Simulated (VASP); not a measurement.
# Mg (P6_3/mmc) in VASP: a series of runs

One crystal, Mg, is run at these levels: LDA; tasks: relaxation of cell and atoms, electrostatic potential.

Everything below comes from runs of VASP 6.6.1. Logs are shortened: lines on timing, memory, paths and dates and some standing lists are left out, and cuts for length are marked.

### 1 The crystal as given

It takes space group P6_3/mmc (No. 194, hexagonal). Conventional cell: a = 3.180 Å, b = 3.180 Å, c = 5.160 Å, α = 90.00°, β = 90.00°, γ = 120.00°. Mg (site symmetry -6m2) has 12 Mg at 3.17 to 3.18 Å as nearest neighbours.

The cell was built by a generator and needn't be a form met in nature.

### 2 Relaxation of cell and atoms, LDA

The input, INCAR:

```
SYSTEM = Mg
ALGO = Fast
EDIFF = 1E-7
EDIFFG = -0.005
ENCUT = 600
IBRION = 2
ISIF = 3
ISMEAR = 1
LASPH = .True.
LCHARG = .False.
LREAL = .False.
LWAVE = .False.
NELM = 120
NSW = 60
PREC = Accurate
SIGMA = 0.1
```

The input, KPOINTS:

```
k-points
0
Gamma
  16 16 8
  0 0 0
```

The input, POSCAR:

```
Mg
1.0
    3.1800000000      0.0000000000      0.0000000000
   -1.5900000000      2.7539607800      0.0000000000
    0.0000000000      0.0000000000      5.1600000000
Mg
2
Direct
    0.3333333300      0.6666666700      0.2500000000
    0.6666666700      0.3333333300      0.7500000000
```

Potentials or basis: VASP PAW LDA potentials, release 64 (Mg).

Command:

```sh
> cat potpaw_LDA.64/Mg/POTCAR > POTCAR
> mpirun -np 1 vasp_std > vasp.out
```

OUTCAR:

```text
SYSTEM = Mg
   EDIFF = 1E-7
   EDIFFG = -0.005
   ENCUT = 600
   IBRION = 2
   ISIF = 3
   ISMEAR = 1
   LASPH = .True.
   LREAL = .False.
   NELM = 120
   NSW = 60
   PREC = Accurate

 ion  position               nearest neighbor table
   1  0.333  0.667  0.250-   2 3.17   2 3.17   2 3.17   2 3.17   2 3.17   2 3.17
   2  0.667  0.333  0.750-   1 3.17   1 3.17   1 3.17   1 3.17   1 3.17   1 3.17

  LATTYP: Found a hexagonal cell.
 ALAT       =     3.1800000000
 C/A-ratio  =     1.6226415094

  Lattice vectors:

 A1 = (   3.1800000000,   0.0000000000,   0.0000000000)
 A2 = (  -1.5900000000,   2.7539607800,   0.0000000000)
 A3 = (   0.0000000000,   0.0000000000,   5.1600000000)

Analysis of symmetry for initial positions (statically):
=====================================================================
 Subroutine PRICEL returns:
 Original cell was already a primitive cell.

 Routine SETGRP: Setting up the symmetry group for a
 hexagonal supercell.

 Subroutine GETGRP returns: Found 24 space group operations
 (whereof 12 operations were pure point group operations)
 out of a pool of 24 trial point group operations.

The static configuration has the point symmetry D_3d.
 The point group associated with its full space group is D_6h.

Analysis of symmetry for dynamics (positions and initial velocities):
=====================================================================
 Subroutine PRICEL returns:
 Original cell was already a primitive cell.

 Routine SETGRP: Setting up the symmetry group for a
 hexagonal supercell.

 Subroutine GETGRP returns: Found 24 space group operations
 (whereof 12 operations were pure point group operations)
 out of a pool of 24 trial point group operations.

The dynamic configuration has the point symmetry D_3d.
 The point group associated with its full space group is D_6h.

 Subroutine INISYM returns: Found 24 space group operations
 (whereof 12 operations are pure point group operations),
 and found     1 'primitive' translations

----------------------------------------------------------------------------------------

                                     Primitive cell

  volume of cell :      45.1892

  direct lattice vectors                    reciprocal lattice vectors
     3.180000000  0.000000000  0.000000000     0.314465409  0.181556689  0.000000000
    -1.590000000  2.753960780  0.000000000     0.000000000  0.363113377  0.000000000
     0.000000000  0.000000000  5.160000000     0.000000000  0.000000000  0.193798450

  length of vectors
     3.180000000  3.179999997  5.160000000     0.363113377  0.363113377  0.193798450

  position of ions in fractional coordinates (direct lattice)
     0.333333330  0.666666670  0.250000000
     0.666666670  0.333333330  0.750000000

  ion indices of the primitive-cell ions
   primitive index   ion index
                 1           1
                 2           2

----------------------------------------------------------------------------------------

 KPOINTS: k-points

Automatic generation of k-mesh.
 Grid dimensions read from file:
 generate k-points for:   16   16    8

 Generating k-lattice:

  Cartesian coordinates                     Fractional coordinates (reciprocal lattice)
     0.019654088  0.011347293  0.000000000     0.062500000  0.000000000  0.000000000
     0.000000000  0.022694586  0.000000000     0.000000000  0.062500000  0.000000000
     0.000000000  0.000000000  0.024224806     0.000000000  0.000000000  0.125000000

  Length of vectors
     0.022694586  0.022694586  0.024224806

  Shift w.r.t. Gamma in fractional coordinates (k-lattice)
     0.000000000  0.000000000  0.000000000

 Subroutine IBZKPT returns following result:
 ===========================================

 Found    150 irreducible k-points:

 Following reciprocal coordinates:
            Coordinates               Weight
  0.000000  0.000000  0.000000      1.000000
  0.062500 -0.000000  0.000000      6.000000
  0.125000 -0.000000  0.000000      6.000000
  0.187500 -0.000000  0.000000      6.000000
  0.250000 -0.000000  0.000000      6.000000
  0.312500 -0.000000  0.000000      6.000000
[... 16 lines left out ...]
  0.187500  0.187500  0.000000      6.000000
  0.250000  0.187500  0.000000     12.000000
 [... further k-points ...]
   k-points           NKPTS =    150   k-points in BZ     NKDIM =    150   number of bands    NBANDS=      6
   number of dos      NEDOS =    301   number of ions     NIONS =      2
   total plane-waves  NPLWV =  32928
   dimension x,y,z NGX =    28 NGY =   28 NGZ =   42
   dimension x,y,z NGXF=    56 NGYF=   56 NGZF=   84
   ions per type =               2
   NGX,Y,Z   is equivalent  to a cutoff of  14.64, 14.64, 13.53 a.u.
   NGXF,Y,Z  is equivalent  to a cutoff of  29.28, 29.28, 27.06 a.u.
 SYSTEM =  Mg
   PREC   = accura    normal or accurate (medium, high low for compatibility)
   ISTART =      0    job   : 0-new  1-cont  2-samecut
   ICHARG =      2    charge: 1-file 2-atom 10-const
   ISPIN  =      1    spin polarized calculation?
   LNONCOLLINEAR =      F non collinear calculations
   LSORBIT =      F    spin-orbit coupling
   LASPH  =      T    aspherical Exc in radial PAW
   ENCUT  =  600.0 eV  44.10 Ry    6.64 a.u.   6.35  6.35 10.31*2*pi/ulx,y,z
   NELM   =    120;   NELMIN=  2; NELMDL= -5     # of ELM steps
   EDIFF  = 0.1E-06   stopping-criterion for ELM
   LREAL  =      F    real-space projection
   EDIFFG = -.5E-02   stopping-criterion for IOM
   NSW    =     60    number of steps for IOM
   IBRION =      2    ionic relax: 0-MD 1-quasi-New 2-CG
   NFREE  =      1    steps in history (QN), initial steepest desc. (CG)
   ISIF   =      3    stress and relaxation
   ISYM   =      2    0-nonsym 1-usesym 2-fastsym
   POTIM  = 0.5000    time-step for ionic-motion
   TEBEG  =    0.0;   TEEND  =   0.0 temperature during run
   PSTRESS=    0.0 pullay stress
   NELECT =       4.0000    total number of electrons
   NUPDOWN=      -1.0000    fix difference up-down
   EMIN   =  10.00;   EMAX   =-10.00  energy-range for DOS
   EFERMI =   0.00;   METHOD = LEGACY
   ISMEAR =     1;   SIGMA  =   0.10  broadening in eV -4-tet -1-fermi 0-gaus
   EFERMI_NEDOS =   21; number of points for ismear=-14 and -15
   IALGO  =     68    algorithm
   IMIX   =      4    mixing-type and parameters
     AMIX     =   0.40;   BMIX     =  1.00
     AMIX_MAG =   1.60;   BMIX_MAG =  1.00
  volume/ion in A,a.u.               =      22.59       152.48
  Fermi-wavevector in a.u.,A,eV,Ry     =   0.729597  1.378739  7.242550  0.532312
  Thomas-Fermi vector in A             =   1.821359
   LORBIT       =      0    0 simple, 1 ext, 2 COOP (PROOUT), +10 PAW based schemes
   GGA     = CA    functional components
   LHFCALC =     F    Hartree Fock is set to
   AEXX    =    0.0000 exact exchange contribution
   IVDW    =     0    specifies the selected vdW correction
   LEPSILON=     F    determine dielectric tensor
   LRPA    =     F    only Hartree local field effects (RPA)
 conjugate gradient relaxation of ions
 non-spin polarized calculation
 RMM-DIIS sequential band-by-band and
 Methfessel and Paxton  Order N= 1 SIGMA  =   0.10
  energy-cutoff  :      600.00
  volume of cell :       45.19
 maximum number of plane-waves:      1528
 NGX is ok and might be reduce to    28
   NGX = 13   NGY = 13   NGZ = 21

--------------------------------------- Ionic step        1  -------------------------------------------

 number of electron       4.0000000 magnetization

 Free energy of the ion-electron system (eV)
  ---------------------------------------------------
  ext. energy  EPLUGINS =         0.00000000
  ---------------------------------------------------
  free energy    TOTEN  =        -3.60165929 eV

  energy without entropy =       -3.60173168  energy(sigma->0) =       -3.60168342

------------------------ aborting loop because EDIFF is reached ----------------------------------------

  FORCE on cell =-STRESS in cart. coord.  units (eV):
  Direction    XX          YY          ZZ          XY          YZ          ZX
  --------------------------------------------------------------------------------------
  -------------------------------------------------------------------------------------
  Total       -0.5121316     -0.5121316     -0.6119922      0.0000000     -0.0000000      0.0000000
  in kB      -18.1575641    -18.1575640    -21.6981102      0.0000000     -0.0000000      0.0000000
  external PRESSURE =     -19.3377461 kB  Pullay stress =       0.0000000 kB
[... 165 lines left out ...]
  energy  without entropy=       -3.6163316186  energy(sigma->0) =       -3.61645452

--------------------------------------- Ionic step        6  -------------------------------------------

 number of electron       4.0000000 magnetization

 Free energy of the ion-electron system (eV)
  ---------------------------------------------------
  ext. energy  EPLUGINS =         0.00000000
  ---------------------------------------------------
  free energy    TOTEN  =        -3.61657973 eV

  energy without entropy =       -3.61640929  energy(sigma->0) =       -3.61652292

 E-fermi :   2.8507     XC(G=0):  -8.9054

 val. band max:        2.8456395839   @ k =   0.3125   0.3125   0.2500
 cond. band min:       2.8574888497   @ k =   0.5000  -0.0000   0.3750
 fundamental gap:      0.0118492658
 Fermi energy:         2.8506788308

 k-point     1 :       0.0000    0.0000    0.0000
  band No.  band energies     occupation
      1      -4.3839      2.00000
      2       1.1242      2.00000
      3       1.6551      2.00000
      4      14.0346      0.00000
      5      14.0346      0.00000
      6      14.1980      0.00000

 k-point     2 :       0.0625   -0.0000    0.0000
  band No.  band energies     occupation
      1      -4.3039      2.00000
      2       1.1964      2.00000
      3       1.7325      2.00000
      4      12.3897      0.00000
      5      13.1297      0.00000
      6      13.9691      0.00000
[... 190 lines left out ...]
 k-point    24 :       0.2500    0.1875    0.0000
  band No.  band energies     occupation
      1      -1.4732      2.00000
      2       3.8037     -0.00000
      3       3.8962     -0.00000
      4       4.9679      0.00000
      5       6.1838      0.00000
      6       9.6005      0.00000

 [... further k-points ...]
[... 5 lines left out ...]
  --------------------------------------------------------------------------------------
  -------------------------------------------------------------------------------------
  Total        0.0086817      0.0086817      0.0086515     -0.0000000     -0.0000000      0.0000000
  in kB        0.3246572      0.3246572      0.3235270     -0.0000000     -0.0000000      0.0000000
  external PRESSURE =       0.3242805 kB  Pullay stress =       0.0000000 kB
[... 17 lines left out ...]
  FREE ENERGIE OF THE ION-ELECTRON SYSTEM (eV)
  ---------------------------------------------------
  free  energy   TOTEN  =        -3.6165797339 eV

  energy  without entropy=       -3.6164092912  energy(sigma->0) =       -3.61652292

 reached required accuracy - stopping structural energy minimisation
```

Wall time 48 s (1 thread of Intel Xeon 6975P-C (Granite Rapids), shared host); peak memory 0.2 GiB.

What came out:

- Free energy: -3.6166 eV
- Relaxed volume: 21.42 Å³/atom
- Relaxed cell: a = 3.133 Å, b = 3.133 Å, c = 5.039 Å, α = 90.00°, β = 90.00°, γ = 120.00°
- Space group after relaxing (to 0.05 Å): P6_3/mmc (No. 194)
- Energy gained by relaxing: 7.5 meV/atom
- Ionic steps: 6
- Pressure after relaxing: 0.0 GPa
- Band gap on the k mesh: none (metal or under the smearing width)

Step by step:
```tsv
step	energy change (eV)	largest force (eV/Å)	pressure (GPa)	volume (Å³)
1	0.0000	0.0000	-1.93	45.19
2	-0.0138	0.0000	-0.51	43.43
3	-0.0148	0.0000	-0.01	42.89
4	-0.0148	0.0000	0.04	42.84
5	-0.0149	0.0000	0.04	42.84
6	-0.0149	0.0000	0.03	42.84
```

Final structure:
```cif
data_structure
_symmetry_space_group_name_H-M 'P 1'
_symmetry_Int_Tables_number 1
_cell_length_a 3.1332
_cell_length_b 3.1332
_cell_length_c 5.0394
_cell_angle_alpha 90.000
_cell_angle_beta 90.000
_cell_angle_gamma 120.000
_cell_volume 42.84
loop_
_atom_site_label
_atom_site_type_symbol
_atom_site_fract_x
_atom_site_fract_y
_atom_site_fract_z
_atom_site_occupancy
Mg1 Mg 0.33333 0.66667 0.25000 1
Mg2 Mg 0.66667 0.33333 0.75000 1
```

Levels at points of the mesh, in eV from the Fermi level:
```csv
k point,band 1,band 2,band 3,band 4,band 5
"(0.00, 0.00, 0.00)",-7.23,-1.73,-1.20,11.18,11.18
"(0.50, 0.00, 0.00)",-2.28,-2.25,2.76,3.10,3.49
"(0.00, 0.00, 0.50)",-5.76,-5.76,5.36,5.36,11.95
"(0.50, 0.00, 0.50)",-1.18,-1.18,-0.48,-0.48,8.27
```

### 3 Electrostatic potential, LDA

This run uses another cell than the first one, of 21.42 Å³/atom, 0.948 times its volume.

The input, INCAR:

```
SYSTEM = Mg
  PREC = Accurate
  ENCUT = 520
  EDIFF = 1E-7
  ISMEAR = 1
  SIGMA = 0.1
  LREAL = .FALSE.
  LASPH = .TRUE.
  NELM = 100
  ALGO = Fast
  ISIF = 2
  LWAVE = .FALSE.
  LCHARG = .TRUE.
  LVHAR = .TRUE.
```

The input, KPOINTS:

```
regular mesh
0
G
  16 16 8
  0 0 0
```

The input, POSCAR:

```
Mg                                      
1.0
    3.1332285959      0.0000000000      0.0000000000
   -1.5666142979      2.7134555560     -0.0000000000
    0.0000000000     -0.0000000000      5.0393843821
  Mg            
     2
Direct
     0.3333333300000021    0.6666666699999979    0.2500000000000000
     0.6666666699999979    0.3333333300000021    0.7500000000000000
```

Potentials or basis: VASP PAW LDA potentials, release 64 (Mg).

Command:

```sh
> cat potpaw_LDA.64/Mg/POTCAR > POTCAR
> mpirun -np 1 vasp_std > vasp.out
```

Wall time 10 s (1 thread of Intel Xeon 6975P-C (Granite Rapids), shared host); peak memory 0.16 GiB.

It converged, with:

```yaml
Free_energy: -3.6164 eV
Pressure: 0.0 GPa
Band_gap_on_the_k_mesh: none (metal or under the smearing width)
```

Levels at points of the mesh, in eV from the Fermi level:
```csv
k point,band 1,band 2,band 3,band 4,band 5,band 6
"(0.00, 0.00, 0.00)",-7.23,-1.73,-1.20,11.18,11.18,11.35
"(0.50, 0.00, 0.00)",-2.28,-2.25,2.76,3.10,3.49,3.87
"(0.00, 0.00, 0.50)",-5.76,-5.76,5.36,5.36,11.95,11.95
"(0.50, 0.00, 0.50)",-1.18,-1.18,-0.48,-0.48,8.28,8.28
```
